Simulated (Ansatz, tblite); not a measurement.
RbBr: GFN2-xTB, run from Python

These are simulated results from tblite 0.8.0, not measurements. The cell began as a database structure and was relaxed with r2SCAN in plane waves (Ansatz 0.2.0). All runs are without spin polarisation.

It is cubic, Pm-3m (No. 221); conventional cell a = 4.124 Å, 35.08 Å³ an atom. Rb has 8 Br at 3.57 Å; Br has 8 Rb at 3.57 Å.

tblite solves periodic systems at the zone centre alone, so the script builds a cluster of 2×2×2 conventional cells (16 atoms), which folds in a coarse mesh of k points.

The script, run.py:

```python
import json
from ase import Atoms
from ase.build import make_supercell
from ase.units import Bohr, GPa, Hartree
from tblite.interface import Calculator

atoms = Atoms(['Rb', 'Br'],
              cell=[[4.124253, -0.0, -0.0], [0.0, 4.124253, -0.0], [-0.0, -0.0, 4.124253]],
              scaled_positions=[[-0.0, 0.0, 0.0], [0.5, 0.5, 0.5]],
              pbc=True)
cluster = make_supercell(atoms, [[2, 0, 0], [0, 2, 0], [0, 0, 2]])
calc = Calculator('GFN2-xTB', cluster.numbers, cluster.positions / Bohr, lattice=cluster.cell[:] / Bohr, periodic=cluster.pbc)
calc.set('temperature', 0.02 / Hartree)
calc.set('max-iter', 150)
res = calc.singlepoint()
levels = res.get('orbital-energies') * Hartree
nv = round(res.get('orbital-occupations').sum() / 2)
cells = len(cluster) // len(atoms)
out = {'energy_per_cell': res.get('energy') * Hartree / cells, 'homo': levels[nv - 1], 'lumo': levels[nv],
       'stress': (-res.get('virial') * Hartree / cluster.get_volume() / GPa).tolist(), 'charges': res.get('charges')[:len(atoms)].tolist(), 'electrons': 2 * nv / cells}
json.dump(out, open('results.json', 'w'))
for key, value in out.items():
    print(key, value)
```

Command: `python run.py`. It took 1.1 s on 1 thread of Arm Neoverse V2, with other jobs on the host, peak memory 0.092 GiB.

What it printed:

```
------------------------------------------------------------
  cycle        total energy    energy error   density error
------------------------------------------------------------
      1     -34.43368767187  -3.4468057E+01   2.7202657E-01
      2     -34.81995288679  -3.8626521E-01   1.3248396E-01
      3     -35.00551812182  -1.8556524E-01   5.0713177E-02
      4     -34.90887728646   9.6640835E-02   9.3917674E-02
      5     -35.04209934559  -1.3322206E-01   5.7802399E-03
      6     -35.04175250071   3.4684487E-04   7.3404220E-03
      7     -35.04269952762  -9.4702691E-04   1.2253291E-03
      8     -35.04272648502  -2.6957394E-05   1.2756438E-04
      9     -35.04272678178  -2.9675740E-07   1.6844428E-06
------------------------------------------------------------

 total:                                   0.615 sec
energy_per_cell -119.1951457256695
homo -12.71553008281398
lumo -2.6280018235647096
stress [[5.4195167188791915, -6.097053600995517e-06, -6.097053435281885e-06], [-6.097053600984202e-06, 5.4195167188788504, -6.097053530561549e-06], [-6.09705343528033e-06, -6.097053530604491e-06, 5.419516718878058]]
charges [0.4626940136999134, -0.462705529842687]
electrons 8.0
```

The cycle table is in hartree for the whole cluster, and the lines after it are in eV (the energy for one cell). The printed stress is in GPa and positive in compression, and the pressure is its mean diagonal.

GFN2-xTB gives a gap of 10.09 eV. On the same cell, plane-wave PBE (Ansatz, 6×6×6 k points and the special points) gives a gap of 4.09 eV and r2SCAN a gap of 4.83 eV; on shared hosts these took about 1.3 and 3.3 core-seconds on the 2-atom cell, against 1.1 for the script. Semilocal gaps usually lie below measured ones. xTB was fitted to molecules, so gaps, charges and pressures of solids can be far off, and the gap also depends on the size of the cluster.

The same script was run on cells scaled at fixed shape and fractional coordinates:

```tsv
volume (Å³/atom)	energy (meV/atom)	pressure (GPa, positive in compression)	gap (eV)
30.87	195.5	9.96	9.64
32.97	82.8	7.29	9.92
35.08	0.0	5.42	10.09
37.18	-62.0	4.07	9.49
39.28	-108.6	3.07	8.68
```

The minimum lies beyond the largest of these volumes.

xTB was fitted mostly to molecules, and a small cluster samples few k points, so gaps, pressures and kinks along a curve can be far from a solid's.

The runs are scalar-relativistic, without spin-orbit coupling.
